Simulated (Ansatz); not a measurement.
Zr$_{2}$N: iterations to self-consistency

Method: Ansatz 0.2.0, DFT PBEsol, scalar-relativistic, plane waves, PAW.

```yaml
crystal:
  lattice:
    - [5.41300, 0.00000, 0.00000]
    - [0.00000, 5.41300, 0.00000]
    - [0.00000, 0.00000, 3.30779]
  atoms:
    - { symbol: Zr, position: [0.29613, 0.29613, 0.00000] }
    - { symbol: Zr, position: [0.70387, 0.70387, 0.00000] }
    - { symbol: Zr, position: [0.79613, 0.20387, 0.50000] }
    - { symbol: Zr, position: [0.20387, 0.79613, 0.50000] }
    - { symbol: N, position: [0.00000, 0.00000, 0.00000] }
    - { symbol: N, position: [0.50000, 0.50000, 0.50000] }
```

* plane-wave cutoff: 420 eV
* Γ-centred k-mesh: 8×8×10
* occupation rule: Gaussian smearing, 0.1 eV
* spin treatment: unpolarised

Each run starts from superposed atomic densities and uses Broyden mixing with its automatic preconditioner, at most 120 iterations and the default threshold on the density residual; only the length of the Broyden history differs.

| length of the Broyden history | iterations | converged | density residual (eV) at iterations 1, 3, 5 |
| --- | --- | --- | --- |
| 1 | 12 | yes | 16 0.29 0.0024 |
| 5 | 9 | yes | 16 0.29 0.0044 |
| 8 | 10 | yes | 16 0.29 0.0044 |
| 16 | 10 | yes | 16 0.29 0.0044 |

Cost: 4 runs of about 0.73 core-minutes in all, on Intel Xeon 6975P-C (Granite Rapids) (shared hosts).